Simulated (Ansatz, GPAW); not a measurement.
# Ballistic transport through a C6 chain between two Au chains, from relaxation to T(E), part 2 of 3

Wanted: T(E) of a C6 chain between two Au chains at a relaxed geometry in two programs, beside the unrelaxed structure.

GPAW 26.7.0 and Ansatz 0.2.0; Ansatz plane waves; relaxation of the junction with the lead ends held; PAW set soft_1 (the session's first sound run).

So far. Step 2 (Relaxation): The relaxation lowered the energy of the cell by 0.752 eV.

## Step 3: Plane-wave reference (PBE)

Plane waves give the reference curve, free of the bias of atom-centred orbitals.

This step: Ansatz plane waves; Landauer transmission by layers, zero bias; PAW set soft_1 (Ansatz 0.2.0).

Contents of input.yaml:

```yaml
crystal:
  lattice:
    - [9.0, 0.0, 0.0]
    - [0.0, 9.0, 0.0]
    - [0.0, 0.0, 38.8482]
  atoms:
    - { symbol: Au, position: [0.5, 0.5, 0.0334635839] }
    - { symbol: Au, position: [0.5, 0.5, 0.1003907517] }
    - { symbol: Au, position: [0.5, 0.5, 0.1673179195] }
    - { symbol: Au, position: [0.5, 0.5, 0.2342450873] }
    - { symbol: Au, position: [0.5256748098, 0.4161810475, 0.3009764785] }
    - { symbol: Au, position: [0.5013438198, 0.4937369043, 0.3669856043] }
    - { symbol: C, position: [0.5010340641, 0.4944360662, 0.4168949805] }
    - { symbol: C, position: [0.5026547363, 0.4893362433, 0.4494131875] }
    - { symbol: C, position: [0.502462476, 0.489534361, 0.4837268161] }
    - { symbol: C, position: [0.5024616627, 0.4895737624, 0.5162484213] }
    - { symbol: C, position: [0.5025333038, 0.4892498736, 0.5505634202] }
    - { symbol: C, position: [0.5015597845, 0.4942327944, 0.5830831616] }
    - { symbol: Au, position: [0.5017167167, 0.493295436, 0.6329903236] }
    - { symbol: Au, position: [0.5166200323, 0.4146908969, 0.6990523634] }
    - { symbol: Au, position: [0.5, 0.5, 0.7657549127] }
    - { symbol: Au, position: [0.5, 0.5, 0.8326820805] }
    - { symbol: Au, position: [0.5, 0.5, 0.8996092483] }
    - { symbol: Au, position: [0.5, 0.5, 0.9665364161] }
kpoints:
  mp_grid: { grid: [1, 1, 2] }
hamiltonian:
  xc: pbe
  pseudopotentials: { kind: paw, azcp: { folder: soft_1 } }
scf:
  occupations: { method: fermi_dirac, width: 0.1 }
output:
  transmission:
    leads: [[0, 1]]
    e_range: [-2, 2]
    de: 0.025
    kmesh: [1, 1]
    reduced_basis: true
  write_potential: true
  write_density: true
  volumetric_format: npy
```

Started as:

```bash
$ ansatz run input.yaml --threads 4 --pin off --max-ram 8192MiB --backend cpu --events-out ev --progress --plain --runs-dir out
```

Numbers of over 12 decimals in the logs are rounded to 6 here.

The log of the run:

```text
[...]
Crystal: 18 atoms, lattice volume = 3146.704 Å³
Basis set: ecut = 420 eV, 61429 PW (Γ)
Bands: 152, of which v1, the nominal top of the filled ones, is band 126 counted from 1 (125 counted from 0)
Symmetry: 1 space group operations
[...]
k-points: 2
[...]
SCF iter   1: F=—  HF=-159307.006290 eV  |F-HF|=—  |Δ(HF+E_count)|=         —  Δρ=3.10e-2  dr2=7.05e1  ethr=3.10e-3  ⟨swp⟩=8.0  Hψ=1314  notcnv=0  defer=1
[...]
SCF iter  17: F=-159295.809698 eV  HF=-159295.809698 eV  |F-HF|=8.15e-10  |Δ(HF+E_count)|=   2.07e-8  Δρ=4.90e-7  dr2=1.36e-8  ethr=3.97e-11  ⟨swp⟩=17.0  Hψ=1415  notcnv=0
SCF 1 converged in 17 iterations: F = -159295.809698 eV  dr2 = 1.36e-8
[...]
transmission: 49 of 294 steps passed
transmission: 98 of 294 steps passed
[...]
transmission: 294 of 294 steps passed
WARN: The output density's exchange-correlation potential varies sharply where the density is thin. Do not read a vacuum level from v_tot or v_xc, or from such a field of the output density. On a cell that repeats whose density bears no net charge and no dipole along the vacuum's axis use v_es (v_loc + v_h of the components); under efield.dipole_correction with no amplitude use v_es + v_field, which holds any externa [...]
SCF converged after 17 iterations
Free energy (F): -159295.809698 eV
[...]
Internal energy: -159295.225864 eV  (E = F + TS)
E sigma→0 (E₀):  -159295.517781 eV
Entropy (-TS):   -0.583834 eV (-32.435 meV/atom)
Fermi energy:    -4.458436 eV
[...]
--- Band table (eV) ---
  k-point 0: bands = [... 122 lower, -4.6637, -4.6496, -4.6238, -4.5907, -4.5536, -4.1171, -3.3279, -2.3237, ... 22 higher]
  k-point 1: bands = [... 122 lower, -4.7082, -4.6698, -4.6595, -4.5455, -4.5084, -4.1503, -3.3077, -2.3446, ... 22 higher]
--- Transmission ---
  basis      : 717 plane waves across, 49 finite elements along
  points     : 1, standing for a mesh of 1 x 1
  filling    : by the input's occupations and mesh, since the crystals that have channels conduct as metals do. If one of these is a semiconductor, that mesh has misplaced its level
  energies   : 161 from -2.000000 to 2.000000 eV about the Fermi level, 0.025000 eV apart; the leads are filled to 0.000000 eV, and channels, transmission and decay are at 0.000000 eV
  crystal 0  : Au1, at the sites [0, 1], period 2.6000 Å, over 20.80 Å; its Hamiltonian steps by up to 48.4 meV: too much for a lead, lay more layers or, if its atoms are ordered, name the step of that order
    offset         : up to 0.0000 Å between an atom of the period and one for which it stands
    filled         : 96.2 meV over the level at which it is neutral
    channels       : 1.000000e0 a spin
    conductance    : 9.8154e13 S/m² at 300 K; may be off by some 0.0 % by where its bands' edges are placed, 66.6 % from the distance to neutral
  junction   : crystal 0 to crystal 0, 0.70 to 36.95 Å
    transmission   : 8.746617e-2 a spin
    error estimate : 8.962942e-6 a spin from the reduction of the transverse basis, at the most 1.311835e-3 at -1.875000 eV
    conductance    : 1.2854e13 S/m² at 300 K (1.2849e13 on every other energy)
    error estimate : 0.0 % from the energy spacing and 3.5 % from band edges of the leads and from resonances (wavevectors taken as independent; lower de), 0.0 % from the reduction of the transverse basis, 181.5 % from the steps of its leads' Hamiltonians or their offsets (lay more layers), 348.3 % from the distance to neutral
    resistance     : 6.7608e-2 Ω µm² beyond half of each lead's own
```

Wall time 76 s (4 threads of Intel Xeon 6975P-C (Granite Rapids), shared host); peak memory 4.4 GiB; 3.7 min of CPU time.

Reading the cycles: dr2 is the Hartree energy of the density residual (eV), the measure of convergence; HF is the Harris–Foulkes estimate of the energy, which meets the free energy F at convergence.

This step gave:

- free energy: -159295.8097 eV
- lead level: 0 eV from the Fermi level
- transmission at the Fermi level (one spin): 0.08747
- open channels of the lead at the Fermi level (one spin): 1
- step of the potential along the lead: 48.4 meV
- offset of the lead: 0 Å
- filling of the lead less its bulk value, in size: 96.2 meV
- conductance: 0.1344 G₀

One spin. The transmission, zone mean by energy, zero at the Fermi level:

energy (eV), transmission, zone mean and a bar:
```
   -2.000       1.81 ##############################
   -1.800       0.37 ######
   -1.600       0.44 #######
   -1.400       0.92 ###############
   -1.350       1.15 ###################
   -1.200       0.71 ############
   -1.175       1.23 ####################
   -1.000       0.15 ##
   -0.800       0.09 #
   -0.600       0.04 #
   -0.400       0.07 #
   -0.200       0.41 #######
   -0.125       1.02 #################
    0.000       0.09 #
    0.200       0.01 
    0.400       0.00 
    0.600       0.00 
    0.800       0.00 
    1.000       0.00 
    1.200       0.00 
    1.400       0.00 
    1.600       0.00 
    1.800       0.00 
    2.000       0.00
```

One spin. Table of open channels, zone mean by energy, zero at the Fermi level:

```tsv
energy (eV)	open channels, zone mean
-2.000	3
-1.800	3
-1.600	3
-1.400	5
-1.200	5
-1.000	6
-0.800	4
-0.600	4
-0.400	4
-0.200	3
0.000	1
0.200	1
0.400	1
0.600	1
0.800	1
1.000	1
1.200	1
1.400	1
1.600	1
1.800	1
2.000	1
```

Crystal 0, spin -, k parallel (0, 0); distinct values, listed up to 1.5 1/Å. Table of Im kz of the slowest decaying states by energy, zero at the Fermi level:

```tsv
energy (eV)	decay 1 (Å⁻¹)	decay 2 (Å⁻¹)	decay 3 (Å⁻¹)	decay 4 (Å⁻¹)
-2.000	0.629	0.717	0.718	1.45
-1.800	0.559	0.593	0.594	1.44
-1.600	0.408	0.409	0.477	1.42
-1.400	0.374	1.40	1.40	1.40
-1.200	0.224	1.38	1.38	1.38
-1.000	1.36	1.37	1.37	1.47
-0.800	0.325	0.325	1.35	1.35
-0.600	0.518	0.518	1.33	1.33
-0.400	0.635	0.635	1.30	1.31
-0.200	0.0902	0.719	1.28	1.29
0.000	0.121	0.122	0.246	0.785
0.200	0.196	0.197	0.336	0.839
0.400	0.244	0.244	0.405	0.884
0.600	0.279	0.279	0.461	0.922
0.800	0.306	0.306	0.508	0.956
1.000	0.327	0.327	0.547	0.985
1.200	0.343	0.343	0.582	1.01
1.400	0.355	0.355	0.612	1.03
1.600	0.363	0.363	0.638	1.06
1.800	0.369	0.369	0.661	1.05
2.000	0.370	0.371	0.682	1.03
```

Crystal 0, spin -, k parallel (0, 0). Table of Re kz of states that move upwards by energy, zero at the Fermi level:

```tsv
energy (eV)	channel 1 (Å⁻¹)	channel 2 (Å⁻¹)	channel 3 (Å⁻¹)	channel 4 (Å⁻¹)	channel 5 (Å⁻¹)	channel 6 (Å⁻¹)
-2.000	-0.694	-0.693	0.644	-	-	-
-1.800	-0.630	-0.629	0.672	-	-	-
-1.600	-0.569	-0.569	0.701	-	-	-
-1.400	-0.512	-0.511	0.231	0.232	0.732	-
-1.200	-0.455	-0.454	0.581	0.581	0.766	-
-1.000	-0.398	-0.397	0.203	0.805	0.888	0.889
-0.800	-0.340	-0.339	0.365	0.853	-	-
-0.600	-0.277	-0.277	0.472	0.914	-	-
-0.400	-0.207	-0.206	0.554	1.00	-	-
-0.200	-0.111	-0.110	0.619	-	-	-
0.000	0.670	-	-	-	-	-
0.200	0.712	-	-	-	-	-
0.400	0.747	-	-	-	-	-
0.600	0.777	-	-	-	-	-
0.800	0.804	-	-	-	-	-
1.000	0.828	-	-	-	-	-
1.200	0.851	-	-	-	-	-
1.400	0.872	-	-	-	-	-
1.600	0.893	-	-	-	-	-
1.800	0.912	-	-	-	-	-
2.000	0.931	-	-	-	-	-
```

The electrostatic potential energy of an electron (with the applied field's), less the Fermi level, planar mean oscillates, so the rows of the table below give means over windows of 2.52 Å about each position, cut where the curve ends. Its first 14 maxima inside the range that stand out by 2 % of the span (Å: eV): 2.6: 6.09, 5.2: 6.08, 7.8: 6.08, 10.4: 5.98, 12.9: 5.88, 15.4: 5.89, 16.8: 5.73, 18.1: 5.65, 19.4: 5.62, 20.7: 5.66, 22.0: 5.73, 23.5: 5.89, 25.9: 5.89, 28.5: 5.98. Its first 14 minima: 1.3: 4.52, 3.9: 4.49, 6.5: 4.53, 9.1: 4.45, 11.7: 4.43, 14.2: 4.33, 16.3: 5.15, 17.6: 5.11, 18.8: 5.03, 20.0: 5.03, 21.3: 5.11, 22.6: 5.15, 24.6: 4.33, 27.2: 4.43.

The electrostatic potential energy of an electron (with the applied field's), less the Fermi level, planar mean by z; means over each step:

```tsv
z (Å)	electrostatic potential energy of an electron (with the applied field's), less the Fermi level, planar mean (eV)
1.26	5.29
3.78	5.27
6.30	5.30
8.82	5.23
11.34	5.19
13.86	5.10
16.38	5.47
18.90	5.32
21.42	5.39
23.94	5.08
26.46	5.16
28.98	5.23
31.50	5.32
34.02	5.31
36.54	5.33
```

The valence density, planar mean oscillates, so the rows of the table below give means over windows of 2.59 Å about each position, cut where the curve ends. Its first 14 maxima inside the range that stand out by 2 % of the span (Å: e/Å³): 1.3: 0.213, 3.9: 0.213, 6.5: 0.213, 9.1: 0.212, 11.7: 0.213, 14.2: 0.214, 17.1: 0.0416, 19.6: 0.0405, 21.7: 0.0416, 24.6: 0.214, 27.2: 0.213, 29.8: 0.212, 32.4: 0.213, 35.0: 0.213. Its minima: 2.6: 0.0153, 5.2: 0.0150, 7.8: 0.0153, 10.4: 0.0147, 12.9: 0.0157, 15.4: 0.0254, 18.1: 0.0346, 20.7: 0.0346, 23.5: 0.0254, 25.9: 0.0157, 28.5: 0.0148, 31.1: 0.0153, 33.7: 0.0150, 36.3: 0.0153.

Valence density, planar mean against z; means over each step:

```tsv
z (Å)	valence density, planar mean (e/Å³)
1.29	0.0905
3.88	0.0904
6.47	0.0907
9.06	0.0904
11.65	0.0909
14.24	0.0915
16.84	0.0373
19.42	0.0378
22.02	0.0373
24.60	0.0914
27.20	0.0909
29.78	0.0904
32.38	0.0907
34.97	0.0904
37.55	0.0950
```

The largest of the program's own error estimates on the conductance is 348 %. T at the Fermi level is 0.0875; the potential still steps by 48.4 meV from one lead period to the next, more than the program accepts for a lead, so the cell is too short for a firm reference, and the program's own error estimates apply.

## Step 4: GPAW, dzp

The script solves lead and junction separately, takes H and S in the orbital basis, and joins semi-infinite leads through their self-energies; the dzp basis is the working standard.

This step: GPAW LCAO, PAW setups; Landauer transmission from Green's functions with principal layers (ASE), zero bias (GPAW 26.7.0).

Contents of run.py:

```python
import json
import numpy as np
from ase import Atoms
from ase.transport.calculators import TransportCalculator
from gpaw import GPAW, FermiDirac
from gpaw.lcao.tools import get_lcao_hamiltonian
from scipy.linalg import eigh

# The junction with lead layers at both ends, along the third cell vector
device = Atoms(
    ['Au', 'Au', 'Au', 'Au', 'Au', 'Au', 'C', 'C', 'C', 'C', 'C', 'C', 'Au', 'Au', 'Au', 'Au', 'Au', 'Au'],
    positions=[
        [4.50000, 4.50000, 1.30000],
        [4.50000, 4.50000, 3.90000],
        [4.50000, 4.50000, 6.50000],
        [4.50000, 4.50000, 9.10000],
        [4.73107, 3.74563, 11.69239],
        [4.51209, 4.44363, 14.25673],
        [4.50931, 4.44992, 16.19562],
        [4.52389, 4.40403, 17.45889],
        [4.52216, 4.40581, 18.79192],
        [4.52215, 4.40616, 20.05532],
        [4.52280, 4.40325, 21.38840],
        [4.51404, 4.44810, 22.65173],
        [4.51545, 4.43966, 24.59053],
        [4.64958, 3.73222, 27.15693],
        [4.50000, 4.50000, 29.74820],
        [4.50000, 4.50000, 32.34820],
        [4.50000, 4.50000, 34.94820],
        [4.50000, 4.50000, 37.54820]],
    cell=[[9.0, 0.0, 0.0], [0.0, 9.0, 0.0], [0.0, 0.0, 38.8482]],
    pbc=True)

# One principal layer of the lead: the first 3 atoms of the device
lead = Atoms(
    ['Au', 'Au', 'Au'],
    positions=[
        [4.50000, 4.50000, 1.30000],
        [4.50000, 4.50000, 3.90000],
        [4.50000, 4.50000, 6.50000]],
    cell=[[9.0, 0.0, 0.0], [0.0, 9.0, 0.0], [0.0, 0.0, 7.8]],
    pbc=True)

settings = dict(mode='lcao', basis='dzp', xc='PBE', h=0.2,
                occupations=FermiDirac(0.1), maxiter=250,
                mixer=dict(beta=0.1, nmaxold=8, weight=100.0),
                convergence=dict(density=0.0001))
energies = np.arange(-2, 2 + 1e-9, 0.025)
eta = 0.0001
n1, n2 = 1, 1
# k and -k transmit alike, so half of the mesh across the current serves
mesh = [(i, j) for i in range(n1) for j in range(n2) if (i, j) <= (-i % n1, -j % n2)]
weights = np.array([1 if (i, j) == (-i % n1, -j % n2) else 2 for i, j in mesh]) / (n1 * n2)

# [... helper functions left out ...]
fermi_lead = ground_state(lead, (1, 1, 15), 'lead.txt')
fermi_device = ground_state(device, (1, 1, 2), 'device.txt')
# [... loop over the mesh left out, but for ...]
        # Shift the lead onto the potential of the device's first layer
        shift = ((H[:, 0, 0] - H0[:, 0, 0]) / S0[0, 0]).real.mean()
# [...]
kT = 8.617333e-5 * 300
bias = [0.1, 0.2, 0.5, 1.0, 1.5, 2.0]
# [... integrals and printing left out ...]
```

Started as:

```bash
$ OMP_NUM_THREADS=1 OPENBLAS_NUM_THREADS=1 python run.py
```

The log of the run:

```text
basis functions: device 258, principal layer 45
Fermi level: lead -4.6464 eV, device -4.6868 eV; lead shifted by 0.0015 eV
largest coupling past the next layer 2.46e-07 eV, largest misfit of the first layer 0.119 eV
  E-E_F (eV)   T (one spin)  [channel counts left out]
    -2.000    1.8954e+00
    -1.975    1.8900e+00
    -1.950    1.6413e+00
    -1.925    9.8341e-01
    -1.900    4.2120e-01
    -1.875    5.4885e-01
    -1.850    1.5874e-01
    -1.825    1.9586e-01
    -1.800    2.2917e-01
    -1.775    2.4964e-01
    -1.750    2.6076e-01
    -1.725    2.6613e-01
    -1.700    2.6833e-01
    -1.675    2.6911e-01
    -1.650    2.6968e-01
    -1.625    2.7089e-01
[...]
1.825    3.5624e-04
     1.850    3.5373e-04
     1.875    3.5150e-04
     1.900    3.4954e-04
     1.925    3.4784e-04
     1.950    3.4641e-04
     1.975    3.4523e-04
     2.000    3.4431e-04
conductance at 300 K: 0.12337 G0 a cell; thermopower 146.7 uV/K
current from the zero-bias T(E) at 0.1 V: 1.1106 uA
current from the zero-bias T(E) at 0.2 V: 3.0929 uA
current from the zero-bias T(E) at 0.5 V: 10.159 uA
current from the zero-bias T(E) at 1.0 V: 12.534 uA
current from the zero-bias T(E) at 1.5 V: 13.257 uA
current from the zero-bias T(E) at 2.0 V: 15.765 uA
```

Wall time 54 s (1 thread); peak memory 1.2 GiB.

This step gave:

```
conductance                                    : 0.1234 G₀
largest coupling past the next principal layer : 2.46e-7 eV
largest misfit of the first principal layer    : 0.1187 eV
shift that aligns the lead                     : 0.001461 eV
basis functions of the junction                : 258
basis functions of a principal layer           : 45
transmission at the Fermi level (one spin)     : 0.07577
```

One spin. The transmission, zone mean by energy, zero at the Fermi level:

```tsv
energy (eV)	transmission, zone mean
-2.000	1.90
-1.900	0.421
-1.875	0.549
-1.800	0.229
-1.700	0.268
-1.600	0.273
-1.500	0.305
-1.400	0.371
-1.300	0.409
-1.200	1.06
-1.100	0.182
-1.025	0.723
-1.000	0.411
-0.900	0.0746
-0.800	0.182
-0.700	0.0383
-0.600	0.0263
-0.500	0.0287
-0.400	0.0529
-0.300	0.176
-0.200	0.460
-0.125	1.11
-0.100	0.820
0.000	0.0758
0.100	0.0230
0.200	0.0106
0.300	0.00593
0.400	0.00375
0.500	0.00256
0.600	0.00186
0.700	0.00141
0.800	0.00112
0.900	9.0e-4
1.000	7.5e-4
1.100	6.4e-4
1.200	5.6e-4
1.300	5.0e-4
1.400	4.6e-4
1.500	4.2e-4
1.600	3.9e-4
1.700	3.7e-4
1.800	3.6e-4
1.900	3.5e-4
2.000	3.4e-4
```

Not self-consistent under bias; the bias window is split evenly. Table of current through one cell, from the zero-bias transmission by bias:

```tsv
bias (V)	current through one cell, from the zero-bias transmission (μA)
0.100	1.11
0.200	3.09
0.500	10.2
1.000	12.5
1.500	13.3
2.000	15.8
```

The transmission of the three most open eigenchannels by energy, zero at the Fermi level:

```tsv
energy (eV)	channel 1	channel 2	channel 3
-2.000	0.994	0.901	1.8e-4
-1.900	0.344	0.0767	5.6e-6
-1.800	0.171	0.0584	1.6e-4
-1.700	0.176	0.0922	1.1e-4
-1.600	0.157	0.117	8.5e-5
-1.500	0.164	0.140	8.4e-5
-1.400	0.260	0.110	1.9e-4
-1.300	0.388	0.0215	1.1e-5
-1.200	0.721	0.342	1.6e-6
-1.100	0.143	0.0394	4.1e-5
-1.000	0.352	0.0588	3.9e-6
-0.900	0.0446	0.0299	2.6e-5
-0.800	0.133	0.0485	4.3e-7
-0.700	0.0270	0.0113	6.7e-5
-0.600	0.0178	0.00846	4.4e-5
-0.500	0.0200	0.00865	2.4e-5
-0.400	0.0418	0.0111	9.9e-6
-0.300	0.158	0.0179	3.3e-6
-0.200	0.421	0.0389	1.5e-7
-0.100	0.820	4.0e-4	2.9e-12
0.000	0.0758	3.0e-12	0
0.100	0.0230	0	0
0.200	0.0106	0	0
0.300	0.00593	0	0
0.400	0.00375	0	0
0.500	0.00256	0	0
0.600	0.00186	0	0
0.700	0.00141	0	0
0.800	0.00112	0	0
0.900	9.0e-4	0	0
1.000	7.5e-4	0	0
1.100	6.4e-4	0	0
1.200	5.6e-4	0	0
1.300	5.0e-4	0	0
1.400	4.6e-4	0	0
1.500	4.2e-4	0	0
1.600	3.9e-4	0	0
1.700	3.7e-4	0	0
1.800	3.6e-4	0	0
1.900	3.5e-4	0	0
2.000	3.4e-4	0	0
```

At the Fermi level T is 0.0758 against 0.0875 in plane waves. Couplings past the next layer reach 2.5e-7 eV, small enough to drop; the matrix elements of the cell's first layer differ from the bulk lead's by up to 0.12 eV. That layer keeps its own values in the calculation, and only beyond it is the lead taken as perfect. The Fermi levels of lead and junction count from different zeros of potential, one for each periodic cell; with both set to zero, the small remaining shift is what aligns them. Without spin-orbit coupling, which is large for these atoms, channel counts and T are those of the scalar-relativistic bands. By hand: G = 0.1234 × 77.48 μS = 9.56 μS, a resistance of 105 kΩ; at 0.1 V a linear junction would pass 0.956 μA, and the integral over the bias window gives 1.11 μA.

## Step 5: GPAW, szp: basis = "szp(dzp)"

The second zeta is dropped, the polarisation orbitals stay.

run.py, as its differences from that of step 4:

```diff
@@ -43,3 +43,3 @@
 
-settings = dict(mode='lcao', basis='dzp', xc='PBE', h=0.2,
+settings = dict(mode='lcao', basis='szp(dzp)', xc='PBE', h=0.2,
                 occupations=FermiDirac(0.1), maxiter=250,
```

The log of the run:

```text
basis functions: device 162, principal layer 27
Fermi level: lead -4.4852 eV, device -4.9981 eV; lead shifted by 0.0037 eV
largest coupling past the next layer 2.47e-07 eV, largest misfit of the first layer 0.113 eV
  E-E_F (eV)   T (one spin)  [channel counts left out]
    -2.000    1.6787e+00
    -1.975    1.8288e+00
    -1.950    1.9282e+00
[...]
1.975    3.0537e-04
     2.000    3.0961e-04
conductance at 300 K: 0.065529 G0 a cell; thermopower 205.9 uV/K
current from the zero-bias T(E) at 0.1 V: 0.64666 uA
current from the zero-bias T(E) at 0.2 V: 2.3076 uA
current from the zero-bias T(E) at 0.5 V: 13.169 uA
current from the zero-bias T(E) at 1.0 V: 17.471 uA
current from the zero-bias T(E) at 1.5 V: 18.849 uA
current from the zero-bias T(E) at 2.0 V: 25.492 uA
```

It took 47 s on 1 thread; peak memory 1.2 GiB.

Numbers from this step:

* conductance: 0.06553 G₀
* largest coupling past the next principal layer: 2.47e-7 eV
* largest misfit of the first principal layer: 0.1133 eV
* shift that aligns the lead: 0.003686 eV
* basis functions of the junction: 162
* basis functions of a principal layer: 27
* transmission at the Fermi level (one spin): 0.03263

The conductance, 0.0655 G₀, lies 47 % below that of the dzp run.

(Part 2 of 3 ends here.)

[Logs are printed without paths, hosts, clocks, repeated set-up lines and the standing remarks that a program may print on its own settings, such as how far it seeks lower states.]

[Hosts, paths, dates, database ids (printed as entryN), source tags and the programs' standing remarks are cut or masked in the printed files.]
